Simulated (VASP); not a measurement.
Crystal: RuS2.

```
Ru S
1.0
     3.52118    0.00000    0.00000
    -1.76059    3.04943    0.00000
     0.00000    0.00000    5.68039
Ru S
1 2
Direct
  0.00000 0.00000 0.00000
  0.33333 0.66667 0.25200
  0.66667 0.33333 0.74800
```

The cell comes from a database or a generator and needn't be the stable form of this composition.

Base run:

- Program: VASP 6.6.1
- Functional: PBEsol
- Potentials or basis: VASP PAW PBE potentials, release 64 (Ru_pv, S)
- Cutoff: 520 eV
- k mesh: 6 × 6 × 4
- Occupations: gaussian, width 0.05 eV
- Spin: no spin polarisation
- Hubbard terms: Ru d U = 3 eV

Its results: band gap on the k mesh none (metal or under the smearing width); pressure -17.1 GPa; largest force 1.795 eV/Å.

Problem. The run is repeated on the same cell with these changes: spin from no spin polarisation to collinear spin, random start; further incar settings from ALGO = Normal; EDIFF = 1e-07; NBANDS = 20 to ALGO = Fast; EDIFF = 1e-06. What comes out?

Solution. Band gap on the k mesh none (metal or under the smearing width); pressure -13.1 GPa; net moment -1.91 μB per cell; site moments Ru -1.61; S -0.09 μB; largest force 1.384 eV/Å.

Caveats: the PAW data sets were made with another functional, which shifts forces and pressure a little; U without spin polarisation on a metal has little footing (some runs).
